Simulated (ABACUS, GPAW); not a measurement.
# Fitting the OLYP energy curve of Na

It takes space group Im-3m (No. 229, cubic). Conventional cell: a = 4.282 Å, b = 4.282 Å, c = 4.282 Å, α = 90.00°, β = 90.00°, γ = 90.00°. Around Na (site symmetry m-3m) lie 8 Na at 3.71 Å.

The cell was scaled at fixed shape and fractions and run with GPAW, PAW data sets generated for this functional, cutoff 800 eV; OLYP, k mesh 7 × 7 × 7 on the cell of 1 atom, fermi-dirac occupations of 0.05 eV, no spin polarisation, no spin-orbit coupling. Energies are those that the program minimises, any entropy of the smearing included. For a metal such a mesh isn't converged to the digits shown.

| V (Å³/atom) | energy over the lowest row (meV/atom) |
| --- | --- |
| 36.9010 | 6.614 |
| 37.6861 | ? |
| 38.4712 | 1.720 |
| 39.2564 | 0.500 |
| 40.0415 | 0.000 |
| 40.8266 | 0.160 |
| 41.6117 | 0.921 |

Question: Fit the third-order Birch-Murnaghan form, give V0, B0 and B′, and predict the energy left open.

Answer: With y = (V0/V)^(2/3), E = E0 + (9 V0 B0/16) [(y - 1)³ B′ + (y - 1)² (6 - 4y)]. Least squares through the rows shown give V0 = 40.2340 Å³/atom, E0 = -0.019 meV, B0 = 6.731 GPa (1 eV/Å³ = 160.218 GPa) and B′ = 3.68, with a largest miss of 0.001 meV. At V = 37.6861 the form with these constants gives 3.733 meV; the run gave 3.734 meV an atom. Other set-ups at this level, from all their volumes (Å³/atom, GPa): ABACUS, PseudoDojo NC SR 0.4.1 PBE standard, plane waves (made for PBE): V0 40.201, B0 6.805.
